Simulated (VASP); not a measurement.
The system is BaO.

```
Ba O
1.0
     0.00000    2.76000    2.76000
     2.76000    0.00000    2.76000
     2.76000    2.76000    0.00000
Ba O
1 1
Direct
  0.00000 0.00000 0.00000
  0.50000 0.50000 0.50000
```

The cell was built by a generator and needn't be a form met in nature.

- Program: VASP 6.6.1
- Task: relaxation of cell and atoms
- Functional: PBE
- Potentials or basis: VASP PAW PBE potentials, release 64 (Ba_sv, O)
- Cutoff: 600 eV
- k mesh: 8 × 8 × 8
- Occupations: gaussian, width 0.02 eV
- Spin: no spin polarisation

At the start: pressure 3.8 GPa; volume 21.02 Å³/atom.

**Question.** How do energy, volume and symmetry change on relaxing?

**Answer.** Over 3 steps the energy falls by 12.4 meV/atom and the volume is 22.11 Å³/atom (+5.2 %); space group Fm-3m (No. 225, to 0.05 Å).

Step by step:
| step | energy change (eV) | largest force (eV/Å) | pressure (GPa) | volume (Å³) |
| --- | --- | --- | --- | --- |
| 1 | 0.0000 | 0.0000 | 3.84 | 42.05 |
| 2 | -0.0204 | 0.0000 | -1.40 | 45.19 |
| 3 | -0.0248 | 0.0000 | 0.00 | 44.22 |

Final structure:
```
CELL_PARAMETERS angstrom
0.00000 2.80661 2.80661
2.80661 0.00000 2.80661
2.80661 2.80661 0.00000
ATOMIC_POSITIONS crystal
Ba 0.00000 0.00000 0.00000
O 0.50000 0.50000 0.50000
```
